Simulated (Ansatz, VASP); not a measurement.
**Br in VASP and in Ansatz**

File INCAR:

```
  ALGO = Normal
  EDIFF = 1E-6
  ENCUT = 520
  GGA = PE
  ISIF = 2
  ISMEAR = 0
  IVDW = 12
  LASPH = T
  LCHARG = F
  LREAL = F
  LWAVE = F
  NBANDS = 10
  NELM = 80
  PREC = Accurate
  SIGMA = 0.1
```

File KPOINTS:

```
k-points
0
Gamma
  8 8 8
```

Contents of POSCAR:

```
Br
1.0
   -1.4234917050      1.4234917050      3.5775173700
    1.4234917050     -1.4234917050      3.5775173700
    1.4234917050      1.4234917050     -3.5775173700
Br
1
Direct
    0.0000000000      0.0000000000      0.0000000000
```

Input for Ansatz:

```yaml
crystal:
  lattice:
    - [-1.423491705, 1.423491705, 3.57751737]
    - [1.423491705, -1.423491705, 3.57751737]
    - [1.423491705, 1.423491705, -3.57751737]
  atoms:
    - { symbol: Br, position: [0.0, 0.0, 0.0] }
basis:
  ecutwfc: 420
kpoints:
  mp_grid: { grid: [8, 8, 8] }
hamiltonian:
  xc: pbe
  dispersion: d3bj
scf:
  occupations: { method: gaussian, width: 0.1 }
output:
  forces: true
  stress: true
  eigenvalues: true
```

Alike in both runs: task single point; functional PBE; dispersion D3(BJ); k mesh 8 × 8 × 8; occupations gaussian, width 0.1 eV; no spin polarisation.

```csv
,VASP,Ansatz
version,VASP 6.6.1,Ansatz 0.2.0
potentials or method,"VASP PAW PBE potentials, release 64 (Br)","scalar-relativistic, plane waves, PAW"
plane-wave cutoff (eV),520,420
valence electrons in the cell,7,7
```

```csv
,VASP,Ansatz,Ansatz less VASP
gap on the k mesh at the Fermi level (eV),none,none,-
pressure (GPa),0.0,0.0,-0.01
largest component of the traceless stress (GPa),0.17,0.16,-0.009
```

A gap of «none» marks a metal or a gap that the smearing closes.

Caveats: the k mesh is coarse (spacing up to 0.39 Å⁻¹), so the values aren't converged; an odd number of electrons without spin polarisation forces a metal; a magnetic or distorted state may lie lower; pairwise dispersion overbinds metals, which lowers pressure and volume.
